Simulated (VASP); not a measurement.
# TePt (d4) (R-3m) in VASP: single point with PBEsol+D4

Aim: the single point of TePt (d4) with PBEsol+D4.

All numbers are computed with VASP 6.6.1; they aren't measurements. Logs are shortened: lines on timing, memory, paths and dates and some standing lists are left out, and cuts for length are marked.

## (1) The crystal as given

Symmetry: R-3m, No. 166, trigonal system. Conventional cell: a = 3.940 Å, b = 3.940 Å, c = 19.405 Å, α = 90.00°, β = 90.00°, γ = 120.00°. Around Te (site symmetry 3m) lie 3 Pt at 2.59 Å. Pt (site symmetry 3m) is surrounded by 3 Te at 2.59 Å and 3 Pt at 2.69 Å.

## (2) Single point, PBEsol+D4

INCAR

```
SYSTEM = TePt
PREC = Accurate ; ENCUT = 520
EDIFF = 1E-6 ; ISMEAR = 0
SIGMA = 0.1 ; LREAL = .False.
LASPH = .True. ; NELM = 100
ALGO = Fast ; ISIF = 2
LWAVE = .False. ; LCHARG = .False.
GGA = PS ; IVDW = 13
NBANDS = 24
```

KPOINTS

```
regular mesh
0
Gamma
  12 12 12
  0 0 0
```

POSCAR

```
TePt
1.0
    1.9700404747      1.1374033984      6.4684267702
   -1.9700404747      1.1374033984      6.4684267702
    0.0000000000     -2.2748067967      6.4684267702
Te Pt
2 2
Direct
    0.6006263726      0.6006263726      0.6006263726
    0.3993736274      0.3993736274      0.3993736274
    0.8704816812      0.8704816812      0.8704816812
    0.1295183188      0.1295183188      0.1295183188
```

Potentials or basis: VASP PAW PBE potentials, release 64 (Te, Pt).

Launch:

```bash
> cat potpaw_PBE.64/Te/POTCAR potpaw_PBE.64/Pt/POTCAR > POTCAR
> mpirun -np 1 vasp_std > vasp.out
```

OUTCAR:

```text
SYSTEM = TePt
   PREC = Accurate
   ENCUT = 520
   EDIFF = 1E-6
   ISMEAR = 0
   LREAL = .False.
   LASPH = .True.
   NELM = 100
   ISIF = 2
   GGA = PS
   IVDW = 13

 ion  position               nearest neighbor table
   1  0.601  0.601  0.601-   3 2.59   3 2.59   3 2.59   2 3.43   2 3.43   2 3.43   4 3.51   4 3.51
                             4 3.51
   2  0.399  0.399  0.399-   4 2.59   4 2.59   4 2.59   1 3.43   1 3.43   1 3.43   3 3.51   3 3.51
                             3 3.51
   3  0.870  0.870  0.870-   1 2.59   1 2.59   1 2.59   4 2.69   4 2.69   4 2.69   2 3.51   2 3.51
                             2 3.51
   4  0.130  0.130  0.130-   2 2.59   2 2.59   2 2.59   3 2.69   3 2.69   3 2.69   1 3.51   1 3.51
                             1 3.51

  LATTYP: Found a trigonal (rhomboedric) cell.
 ALAT       =     6.8567697091
 COS(alpha) =     0.8349022455

  Lattice vectors:

 A1 = (   1.9700404747,   1.1374033984,   6.4684267702)
 A2 = (  -1.9700404747,   1.1374033984,   6.4684267702)
 A3 = (   0.0000000000,  -2.2748067967,   6.4684267702)

Analysis of symmetry for initial positions (statically):
=====================================================================
 Subroutine PRICEL returns:
 Original cell was already a primitive cell.

 Routine SETGRP: Setting up the symmetry group for a
 trigonal (rhombohedral) supercell.

 Subroutine GETGRP returns: Found 12 space group operations
 (whereof 12 operations were pure point group operations)
 out of a pool of 12 trial point group operations.

The static configuration has the point symmetry D_3d.

Analysis of symmetry for dynamics (positions and initial velocities):
=====================================================================
 Subroutine PRICEL returns:
 Original cell was already a primitive cell.

 Routine SETGRP: Setting up the symmetry group for a
 trigonal (rhombohedral) supercell.

 Subroutine GETGRP returns: Found 12 space group operations
 (whereof 12 operations were pure point group operations)
 out of a pool of 12 trial point group operations.

The dynamic configuration has the point symmetry D_3d.

 Subroutine INISYM returns: Found 12 space group operations
 (whereof 12 operations are pure point group operations),
 and found     1 'primitive' translations

----------------------------------------------------------------------------------------

                                     Primitive cell

  volume of cell :      86.9640

  direct lattice vectors                    reciprocal lattice vectors
     1.970040475  1.137403398  6.468426770     0.253801892  0.146532591  0.051532366
    -1.970040475  1.137403398  6.468426770    -0.253801892  0.146532591  0.051532366
     0.000000000 -2.274806797  6.468426770     0.000000000 -0.293065181  0.051532366

  length of vectors
     6.856769709  6.856769709  6.856769709     0.297561398  0.297561398  0.297561398

  position of ions in fractional coordinates (direct lattice)
     0.600626373  0.600626373  0.600626373
     0.399373627  0.399373627  0.399373627
     0.870481681  0.870481681  0.870481681
     0.129518319  0.129518319  0.129518319

  ion indices of the primitive-cell ions
   primitive index   ion index
                 1           1
                 2           2
                 3           3
                 4           4

----------------------------------------------------------------------------------------

 KPOINTS: regular mesh

Automatic generation of k-mesh.
 Grid dimensions read from file:
 generate k-points for:   12   12   12

 Generating k-lattice:

  Cartesian coordinates                     Fractional coordinates (reciprocal lattice)
     0.021150158  0.012211049  0.004294364     0.083333333 -0.000000000 -0.000000000
    -0.021150158  0.012211049  0.004294364    -0.000000000  0.083333333 -0.000000000
     0.000000000 -0.024422098  0.004294364    -0.000000000 -0.000000000  0.083333333

  Length of vectors
     0.024796783  0.024796783  0.024796783

  Shift w.r.t. Gamma in fractional coordinates (k-lattice)
     0.000000000  0.000000000  0.000000000

 Subroutine IBZKPT returns following result:
 ===========================================

 Found    189 irreducible k-points:

 Following reciprocal coordinates:
            Coordinates               Weight
  0.000000  0.000000  0.000000      1.000000
  0.083333  0.000000  0.000000      6.000000
  0.166667  0.000000  0.000000      6.000000
  0.250000  0.000000  0.000000      6.000000
  0.333333  0.000000  0.000000      6.000000
  0.416667  0.000000  0.000000      6.000000
[... 16 lines left out ...]
  0.500000  0.166667  0.000000     12.000000
 -0.416667  0.166667 -0.000000     12.000000
 [... further k-points ...]
   k-points           NKPTS =    189   k-points in BZ     NKDIM =    189   number of bands    NBANDS=     24
   number of dos      NEDOS =    301   number of ions     NIONS =      4
   total plane-waves  NPLWV = 157464
   dimension x,y,z NGX =    54 NGY =   54 NGZ =   54
   dimension x,y,z NGXF=   108 NGYF=  108 NGZF=  108
   ions per type =               2   2
   NGX,Y,Z   is equivalent  to a cutoff of  13.09, 13.09, 13.09 a.u.
   NGXF,Y,Z  is equivalent  to a cutoff of  26.19, 26.19, 26.19 a.u.
 SYSTEM =  TePt
   PREC   = accura    normal or accurate (medium, high low for compatibility)
   ISTART =      0    job   : 0-new  1-cont  2-samecut
   ICHARG =      2    charge: 1-file 2-atom 10-const
   ISPIN  =      1    spin polarized calculation?
   LNONCOLLINEAR =      F non collinear calculations
   LSORBIT =      F    spin-orbit coupling
   LASPH  =      T    aspherical Exc in radial PAW
   ENCUT  =  520.0 eV  38.22 Ry    6.18 a.u.  12.75 12.75 12.75*2*pi/ulx,y,z
   NELM   =    100;   NELMIN=  2; NELMDL= -5     # of ELM steps
   EDIFF  = 0.1E-05   stopping-criterion for ELM
   LREAL  =      F    real-space projection
   EDIFFG = 0.1E-04   stopping-criterion for IOM
   NSW    =      0    number of steps for IOM
   IBRION =     -1    ionic relax: 0-MD 1-quasi-New 2-CG
   NFREE  =      0    steps in history (QN), initial steepest desc. (CG)
   ISIF   =      2    stress and relaxation
   ISYM   =      2    0-nonsym 1-usesym 2-fastsym
   POTIM  = 0.5000    time-step for ionic-motion
   TEBEG  =    0.0;   TEEND  =   0.0 temperature during run
   PSTRESS=    0.0 pullay stress
   NELECT =      32.0000    total number of electrons
   NUPDOWN=      -1.0000    fix difference up-down
   EMIN   =  10.00;   EMAX   =-10.00  energy-range for DOS
   EFERMI =   0.00;   METHOD = LEGACY
   ISMEAR =     0;   SIGMA  =   0.10  broadening in eV -4-tet -1-fermi 0-gaus
   EFERMI_NEDOS =   21; number of points for ismear=-14 and -15
   IALGO  =     68    algorithm
   IMIX   =      4    mixing-type and parameters
     AMIX     =   0.40;   BMIX     =  1.00
     AMIX_MAG =   1.60;   BMIX_MAG =  1.00
  volume/ion in A,a.u.               =      21.74       146.72
  Fermi-wavevector in a.u.,A,eV,Ry     =   1.173127  2.216888 18.724699  1.376227
  Thomas-Fermi vector in A             =   2.309545
   LORBIT       =      0    0 simple, 1 ext, 2 COOP (PROOUT), +10 PAW based schemes
   GGA     = PS    functional components
   LHFCALC =     F    Hartree Fock is set to
   AEXX    =    0.0000 exact exchange contribution
   IVDW    =    13    specifies the selected vdW correction
   LEPSILON=     F    determine dielectric tensor
   LRPA    =     F    only Hartree local field effects (RPA)
 non-spin polarized calculation
 RMM-DIIS sequential band-by-band and
 Gauss-broadening in eV      SIGMA  =   0.10
  energy-cutoff  :      520.00
  volume of cell :       86.96
 maximum number of plane-waves:      2389
 NGX is ok and might be reduce to    54
   NGX = 25   NGY = 25   NGZ = 25

 number of electron      32.0000001 magnetization

 Free energy of the ion-electron system (eV)
  ---------------------------------------------------
  ext. energy  EPLUGINS =         0.00000000
  ---------------------------------------------------
  free energy    TOTEN  =       -22.34219837 eV

  energy without entropy =      -22.33366613  energy(sigma->0) =      -22.33793225

 E-fermi :   8.8491     XC(G=0): -11.2741

 val. band max:        8.8472057307   @ k =   0.5000   0.1667   0.0833
 cond. band min:       8.8562734271   @ k =   0.5000   0.1667   0.1667
 fundamental gap:      0.0090676964
 Fermi energy:         8.8491209061

 k-point     1 :       0.0000    0.0000    0.0000
  band No.  band energies     occupation
      1      -4.7574      2.00000
      2      -2.8957      2.00000
      3       1.7511      2.00000
      4       3.2283      2.00000
      5       3.2283      2.00000
      6       3.9450      2.00000
[... 16 lines left out ...]
     23      15.1717      0.00000
     24      16.6781      0.00000

 k-point     2 :       0.0833    0.0000    0.0000
  band No.  band energies     occupation
      1      -4.6819      2.00000
      2      -2.8742      2.00000
      3       1.8336      2.00000
      4       3.2425      2.00000
      5       3.2778      2.00000
      6       3.8411      2.00000
[... 16 lines left out ...]
     23      15.3850      0.00000
     24      16.0295      0.00000

 k-point     3 :       0.1667    0.0000    0.0000
  band No.  band energies     occupation
      1      -4.4649      2.00000
      2      -2.8089      2.00000
      3       2.0409      2.00000
      4       3.2966      2.00000
      5       3.2966      2.00000
      6       3.6527      2.00000
[... 16 lines left out ...]
     23      15.8941      0.00000
     24      16.1594      0.00000

 k-point     4 :       0.2500    0.0000    0.0000
  band No.  band energies     occupation
      1      -4.1361      2.00000
      2      -2.7079      2.00000
      3       2.2469      2.00000
      4       2.8660      2.00000
      5       3.4030      2.00000
      6       3.8849      2.00000
[... 16 lines left out ...]
     23      16.4797      0.00000
     24      16.7993      0.00000

 k-point     5 :       0.3333    0.0000    0.0000
  band No.  band energies     occupation
      1      -3.7488      2.00000
      2      -2.6081      2.00000
      3       2.2236      2.00000
      4       2.5222      2.00000
      5       3.5561      2.00000
      6       4.2194      2.00000
[... 16 lines left out ...]
     23      16.9871      0.00000
     24      17.6804      0.00000

 k-point     6 :       0.4167    0.0000    0.0000
  band No.  band energies     occupation
      1      -3.3897      2.00000
      2      -2.5736      2.00000
      3       2.0638      2.00000
      4       2.4039      2.00000
      5       3.7264      2.00000
      6       4.4366      2.00000
[... 16 lines left out ...]
     23      17.7614      0.00000
     24      18.1781      0.00000
[... 379 lines left out ...]
 k-point    21 :       0.3333    0.1667   -0.0000
  band No.  band energies     occupation
      1      -3.9089      2.00000
      2      -2.7423      2.00000
      3       2.5507      2.00000
      4       2.6909      2.00000
      5       3.5798      2.00000
      6       3.8493      2.00000
[... 16 lines left out ...]
     23      15.9140      0.00000
     24      16.1325      0.00000

 k-point    22 :       0.4167    0.1667    0.0000
  band No.  band energies     occupation
      1      -3.5565      2.00000
      2      -2.6386      2.00000
      3       2.3163      2.00000
      4       2.6896      2.00000
      5       3.5780      2.00000
      6       3.9972      2.00000
[... 16 lines left out ...]
     23      16.4394      0.00000
     24      16.7046      0.00000

 k-point    23 :       0.5000    0.1667    0.0000
  band No.  band energies     occupation
      1      -3.2434      2.00000
      2      -2.5862      2.00000
      3       2.2142      2.00000
      4       2.6352      2.00000
      5       3.5847      2.00000
      6       4.0632      2.00000
[... 16 lines left out ...]
     23      16.5084      0.00000
     24      17.7149      0.00000

 k-point    24 :      -0.4167    0.1667   -0.0000
  band No.  band energies     occupation
      1      -3.1152      2.00000
      2      -2.5718      2.00000
      3       2.2530      2.00000
      4       2.5372      2.00000
      5       3.5899      2.00000
      6       4.0653      2.00000
[... 16 lines left out ...]
     23      16.6587      0.00000
     24      18.3178      0.00000

 [... further k-points ...]

------------------------ aborting loop because EDIFF is reached ----------------------------------------

  DFT-D4 for vdW energy calculation

  Edisp (eV):   -1.45722

  FORCE on cell =-STRESS in cart. coord.  units (eV):
  Direction    XX          YY          ZZ          XY          YZ          ZX
  --------------------------------------------------------------------------------------
  -------------------------------------------------------------------------------------
  Total      -0.08701    -0.08701    -0.06985     0.00000    -0.00000     0.00000
  in kB      -1.60298    -1.60298    -1.28695     0.00000    -0.00000     0.00000
  external pressure =       -1.50 kB  Pullay stress =        0.00 kB

 VOLUME and BASIS-vectors are now :
 -----------------------------------------------------------------------------
  energy-cutoff  :      520.00
  volume of cell :       86.96
      direct lattice vectors                 reciprocal lattice vectors
     1.970040475  1.137403398  6.468426770     0.253801892  0.146532591  0.051532366
    -1.970040475  1.137403398  6.468426770    -0.253801892  0.146532591  0.051532366
     0.000000000 -2.274806797  6.468426770     0.000000000 -0.293065181  0.051532366

 POSITION                                       TOTAL-FORCE (eV/Angst)
 -----------------------------------------------------------------------------------
      0.00000      0.00000     11.65532         0.000000     -0.000000     -0.009421
      0.00000      0.00000      7.74996         0.000000      0.000000      0.009421
      0.00000      0.00000     16.89194         0.000000     -0.000000     -0.002798
      0.00000      0.00000      2.51334         0.000000      0.000000      0.002798
 -----------------------------------------------------------------------------------
    total drift:                                0.000000      0.000000      0.000000

  FREE ENERGIE OF THE ION-ELECTRON SYSTEM (eV)
  ---------------------------------------------------
  free  energy   TOTEN  =       -23.7994155392 eV

  energy  without entropy=      -23.7908833070  energy(sigma->0) =      -23.79514942
```

Run time: 27 min. Hardware: 1 thread of AMD EPYC 7R13 (Zen 3), shared host; peak memory 0.62 GiB.

Results:

```yaml
Free_energy: -23.7994 eV
Pressure: -0.1 GPa
Largest_force: 0.009 eV/Å
Band_gap_on_the_k_mesh: none (metal or under the smearing width)
Dispersion_energy_per_atom: -0.364 eV
```

Forces on the atoms (eV/Å):
```
Te   0.000  0.000 -0.009
Te   0.000  0.000  0.009
Pt   0.000  0.000 -0.003
Pt   0.000  0.000  0.003
```

Caveat: the PAW data sets were made with another functional, which shifts forces and pressure a little; pairwise dispersion overbinds metals, which lowers pressure and volume.
